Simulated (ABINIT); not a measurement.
# AlN (P6_3mc) in ABINIT: notebook, part 2 of 2

ABINIT 10.8.3 (patched build).

### 5 Single point, PBEsol (cell relaxed)

The input, run.abi:

```
# Pseudopotentials
pp_dirpath "./"
pseudos "Al.upf, N.upf"

# Structure
acell 3*1.0 Angstrom
rprim
     3.1131585000     0.0000000000     0.0000000000
    -1.5565792500     2.6960743500     0.0000000000
     0.0000000000     0.0000000000     4.9828579200
ntypat 2
znucl 13 7
natom 4
typat 1 1 2 2
xred
     0.6666666700     0.3333333300     0.4990224300
     0.3333333300     0.6666666700    -0.0009775700
     0.6666666700     0.3333333300     0.8809775700
     0.3333333300     0.6666666700     0.3809775700
chkprim 0
chksymtnons 0
tolsym 1.0e-6

# Plane-wave basis
ecut 1142.878222 eV

# k points
kptopt 1
ngkpt 8 8 4
nshiftk 1
shiftk 0.0 0.0 0.0

# Exchange and correlation
ixc -116133

# Bands and occupations
nband 12
occopt 3
tsmear 0.05 eV

# SCF cycle
nstep 100
tolvrs 1.0e-10

# Output
iomode 3
prtwf 0
prteig 0
prtebands 0
enunit 1
prtden 1
prtvha 1
prtvclmb 1
prtpot 1
prtelf 1
```

Started as:

```sh
$ abinit run.abi > log 2>&1
```

Wall time 39 s (1 thread of Arm Neoverse V1, shared host); peak memory 0.09 GiB.

It converged, with:

```yaml
Free_energy: -694.7041 eV
Pressure: 0.0 GPa
Band_gap_on_the_k_mesh: 4.10 eV, direct
Valence_electrons_inside_the_program's_atomic_spheres: Al 1.10; N 5.36
```

Levels at points of the mesh, in eV from the valence-band top:
```csv
k point,band 4,band 5,band 6,band 7,band 8,band 9,band 10,band 11,band 12
"(0.00, 0.00, 0.00)",-0.88,-0.88,-0.22,-0.22,0.00,4.10,6.55,10.52,11.03
"(0.50, 0.00, 0.00)",-4.21,-3.38,-2.12,-1.81,-0.70,5.68,5.68,8.07,10.19
"(0.00, 0.00, 0.50)",-3.36,-0.56,-0.56,-0.56,-0.56,6.36,6.36,10.19,10.19
"(0.50, 0.00, 0.50)",-5.66,-1.49,-1.49,-1.38,-1.38,5.18,5.18,9.14,9.14
```

### 6 Single point, PBEsol

The input, run.abi:

```
pp_dirpath "./"
pseudos "Al.upf, N.upf"

acell 3*1.0 Angstrom
rprim
     3.1130000000     0.0000000000     0.0000000000
    -1.5565000000     2.6959370820     0.0000000000
     0.0000000000     0.0000000000     4.9810000000
ntypat 2
znucl 13 7
natom 4
typat 1 1 2 2
xred
     0.6666666667     0.3333333333     0.5000000000
     0.3333333333     0.6666666667     0.0000000000
     0.6666666667     0.3333333333     0.8800000000
     0.3333333333     0.6666666667     0.3800000000

ecut 36.0

kptopt 1
ngkpt 8 8 4
nshiftk 1
shiftk 0.0 0.0 0.0

ixc -116133

nband 12
occopt 3
tsmear 0.05 eV

nstep 100
tolvrs 1.0e-10

iomode 3
prtwf 0
prteig 0
prtebands 0
prtden 1
prtvha 1
prtvclmb 1
prtpot 1
prtelf 1
```

Potentials or basis: PseudoDojo NC SR PBEsol v0.4.1 standard.

Started as:

```sh
$ abinit run.abi > log 2>&1
```

run.abo:

```text
.Version 10.8.3 of ABINIT
 Symmetries : space group P6_3 m c (#186); Bravais hP (primitive hexag.)
================================================================================
 Values of the parameters that define the memory need of the present run
     intxc =       0    ionmov =       0      iscf =       7    lmnmax =       6
     lnmax =       6     mgfft =      54  mpssoang =       3    mqgrid =    3001
     natom =       4  nloc_mem =       1    nspden =       1   nspinor =       1
    nsppol =       1      nsym =      12    n1xccc =    2501    ntypat =       2
    occopt =       3   xclevel =       2
       mpw =        2937          nfft =       55296          nkpt =          30
================================================================================
================================================================================

--------------------------------------------------------------------------------
------------- Echo of variables that govern the present computation ------------
--------------------------------------------------------------------------------
 -outvars: echo values of preprocessed input variables --------
            acell      1.8897261259E+00  1.8897261259E+00  1.8897261259E+00 Bohr
              amu      2.69815390E+01  1.40067400E+01
             ecut      3.60000000E+01 Hartree
              ixc     -116133
         kptrlatt        8    0    0      0    8    0      0    0    4
          kptrlen      3.76509033E+01
            natom           4
            nband          12
            ngfft          32      32      54
             nkpt          30
            nstep         100
             nsym          12
           ntypat           2
           occopt           3
        prtebands           0
           prteig           0
           prtelf           1
           prtpot           1
         prtvclmb           1
           prtvha           1
            prtwf           0
            rprim      3.1130000000E+00  0.0000000000E+00  0.0000000000E+00
                      -1.5565000000E+00  2.6959370820E+00  0.0000000000E+00
                       0.0000000000E+00  0.0000000000E+00  4.9810000000E+00
          spgroup         186
           tolvrs      1.00000000E-10
           tsmear      1.83746611E-03 Hartree
            typat      1  1  2  2
           xangst      1.5565000000E+00  8.9864569400E-01  2.4905000000E+00
                       2.0731891839E-17  1.7972913880E+00  0.0000000000E+00
                       1.5565000000E+00  8.9864569400E-01  4.3832800000E+00
                       2.0731891839E-17  1.7972913880E+00  1.8927800000E+00
            xcart      2.9413587150E+00  1.6981942459E+00  4.7063629166E+00
                       3.9177597648E-17  3.3963884918E+00  0.0000000000E+00
                       2.9413587150E+00  1.6981942459E+00  8.2831987332E+00
                       3.9177597648E-17  3.3963884918E+00  3.5768358166E+00
             xred      6.6666666667E-01  3.3333333333E-01  5.0000000000E-01
                       3.3333333333E-01  6.6666666667E-01  0.0000000000E+00
                       6.6666666667E-01  3.3333333333E-01  8.8000000000E-01
                       3.3333333333E-01  6.6666666667E-01  3.8000000000E-01
            znucl       13.00000    7.00000

================================================================================

 chkinp: Checking input parameters for consistency.

================================================================================
== DATASET  1 ==================================================================

--- !DatasetInfo
iteration_state: {dtset: 1, }
dimensions: {natom: 4, nkpt: 30, mband: 12, nsppol: 1, nspinor: 1, nspden: 1, mpw: 2937, }
cutoff_energies: {ecut:  36.0, pawecutdg:  -1.0, }
electrons: {nelect:   1.60000000E+01, charge:   0.00000000E+00, occopt:   3.00000000E+00, tsmear:   1.83746611E-03, }
[... 99 lines left out ...]
 ------------------------------------------------
 Atom  Sphere_radius  Integrated_density
    1        2.00000          1.10592557
    2        2.00000          1.10592557
    3        2.00000          5.35303722
    4        2.00000          5.35303722
================================================================================

 ----iterations are completed or convergence reached----

 Mean square residual over all n,k,spin=   96.148E-07; max=  16.664E-04
 reduced coordinates (array xred) for    4 atoms
       0.666666666667      0.333333333333      0.500000000000
       0.333333333333      0.666666666667      0.000000000000
       0.666666666667      0.333333333333      0.880000000000
       0.333333333333      0.666666666667      0.380000000000
 rms dE/dt=  1.3961E-02; max dE/dt=  2.4182E-02; dE/dt below (all hartree)
    1      -0.000000000000      0.000000000000      0.024182133760
    2       0.000000000000      0.000000000000      0.024182133760
    3       0.000000000000      0.000000000000     -0.024180951510
    4       0.000000000000      0.000000000000     -0.024180951510

 cartesian coordinates (angstrom) at end:
    1      1.55650000000000     0.89864569400000     2.49050000000000
    2      0.00000000000000     1.79729138800000     0.00000000000000
    3      1.55650000000000     0.89864569400000     4.38328000000000
    4      0.00000000000000     1.79729138800000     1.89278000000000

 cartesian forces (hartree/bohr) at end:
    1      0.00000000000000     0.00000000000000    -0.00256902655657
    2     -0.00000000000000    -0.00000000000000    -0.00256902655657
    3     -0.00000000000000    -0.00000000000000     0.00256902655657
    4     -0.00000000000000    -0.00000000000000     0.00256902655657
 frms,max,avg= 1.4832282E-03 2.5690266E-03   0.000E+00  0.000E+00 -6.280E-08 h/b

 cartesian forces (eV/Angstrom) at end:
    1      0.00000000000000     0.00000000000000    -0.13210465703005
    2     -0.00000000000000    -0.00000000000000    -0.13210465703005
    3     -0.00000000000000    -0.00000000000000     0.13210465703005
    4     -0.00000000000000    -0.00000000000000     0.13210465703005
 frms,max,avg= 7.6270659E-02 1.3210466E-01   0.000E+00  0.000E+00 -3.229E-06 e/A
 length scales=  1.889726125908  1.889726125908  1.889726125908 bohr
              =  1.000000000000  1.000000000000  1.000000000000 angstroms
 Fermi (or HOMO) energy (hartree) =   0.27490   Average Vxc (hartree)=  -0.39985
 Eigenvalues (hartree) for nkpt=  30  k points:
 kpt#   1, nband= 12, wtk=  0.00391, kpt=  0.0000  0.0000  0.0000 (reduced coord)
  -0.34060   -0.26016   -0.00661    0.18472    0.18472    0.20884    0.20884    0.21547
   0.36746    0.45689    0.60916    0.62215
      occupation numbers for kpt#   1
   2.00000    2.00000    2.00000    2.00000    2.00000    2.00000    2.00000    2.00000
   0.00000    0.00000    0.00000    0.00000
 prteigrs : prtvol=0 or 1, do not print more k-points.

--- !EnergyTerms
iteration_state     : {dtset: 1, }
comment             : Components of total free energy in Hartree
kinetic             :  1.63008732157769E+01
hartree             :  5.61154389043613E+00
xc                  : -8.41156319248171E+00
Ewald energy        : -2.17432241271520E+01
psp_core            :  6.74959781222562E-01
local_psp           : -1.66587255184824E+01
non_local_psp       : -1.30339738393374E+00
internal            : -2.55295333346142E+01
'-kT*entropy'       :  1.25327081198538E-15
total_energy        : -2.55295333346142E+01
total_energy_eV     : -6.94693992247835E+02
band_energy         :  3.70392461932779E-01
...

 Cartesian components of stress tensor (hartree/bohr^3)
  sigma(1 1)=  2.78746581E-05  sigma(3 2)=  0.00000000E+00
  sigma(2 2)=  2.78746581E-05  sigma(3 1)=  0.00000000E+00
  sigma(3 3)= -2.42573660E-05  sigma(2 1)=  0.00000000E+00

-Cartesian components of stress tensor (GPa)         [Pressure= -3.0884E-01 GPa]
- sigma(1 1)=  8.20100756E-01  sigma(3 2)=  0.00000000E+00
- sigma(2 2)=  8.20100755E-01  sigma(3 1)=  0.00000000E+00
- sigma(3 3)= -7.13676346E-01  sigma(2 1)=  0.00000000E+00

== END DATASET(S) ==============================================================
================================================================================

 -outvars: echo values of variables after computation  --------
            acell      1.8897261259E+00  1.8897261259E+00  1.8897261259E+00 Bohr
           etotal     -2.5529533335E+01
            fcart      1.7164549729E-29  9.9099574065E-30 -2.5690265566E-03
                      -5.7215165763E-30 -3.3033191355E-30 -2.5690265566E-03
                      -5.7215165763E-30 -3.3033191355E-30  2.5690265566E-03
                      -5.7215165763E-30 -3.3033191355E-30  2.5690265566E-03
            rprim      3.1130000000E+00  0.0000000000E+00  0.0000000000E+00
                      -1.5565000000E+00  2.6959370820E+00  0.0000000000E+00
                       0.0000000000E+00  0.0000000000E+00  4.9810000000E+00
           strten      2.7874658136E-05  2.7874658101E-05 -2.4257365958E-05
                       0.0000000000E+00  0.0000000000E+00  0.0000000000E+00
           xangst      1.5565000000E+00  8.9864569400E-01  2.4905000000E+00
                       2.0731891839E-17  1.7972913880E+00  0.0000000000E+00
                       1.5565000000E+00  8.9864569400E-01  4.3832800000E+00
                       2.0731891839E-17  1.7972913880E+00  1.8927800000E+00
             xred      6.6666666667E-01  3.3333333333E-01  5.0000000000E-01
                       3.3333333333E-01  6.6666666667E-01  0.0000000000E+00
                       6.6666666667E-01  3.3333333333E-01  8.8000000000E-01
                       3.3333333333E-01  6.6666666667E-01  3.8000000000E-01
 Calculation completed.
```

It took 29 s on 1 thread of Arm Neoverse V1, shared host; peak memory 0.08 GiB.

What came out:

```
Free energy                                           : -694.6940 eV
Pressure                                              : -0.3 GPa
Largest force                                         : 0.132 eV/Å
Band gap on the k mesh                                : 4.14 eV, direct
Valence electrons inside the program's atomic spheres : Al 1.11; N 5.35
```

Forces in eV/Å, atoms in the order of the input:
```
Al   0.000  0.000 -0.132
Al   0.000  0.000 -0.132
N    0.000  0.000  0.132
N    0.000  0.000  0.132
```

Caveat: the cutoff is short for stress, so the pressure is rough.

### 7 Overview

| task | cell | cutoff (eV) | cell freedom (optcell) | optimiser (ionmov) | cutoff smearing ecutsm (Ha) | force stop (Ha/bohr) | gap on the mesh (eV) | pressure (GPa) |
| --- | --- | --- | --- | --- | --- | --- | --- | --- |
| single point | as given | 980 | - | - | - | - | 4.14 | -0.3 |
| relaxation of cell and atoms | relaxed | 1143 | 2 | 2 | 0.5 | 2e-05 | 4.10 | 0.0 |
| single point | cell relaxed | 1143 | - | - | - | - | 4.10 | 0.0 |

Alike in all rows: level PBEsol; potentials or basis PseudoDojo NC SR PBEsol v0.4.1 standard; no spin polarisation; k mesh 8 × 8 × 4; smearing fermi-dirac 0.05 eV.

Caveats: the cutoff is short for stress, so the pressure is rough (some runs).

Absolute energies hang on the potentials; compare differences alone.
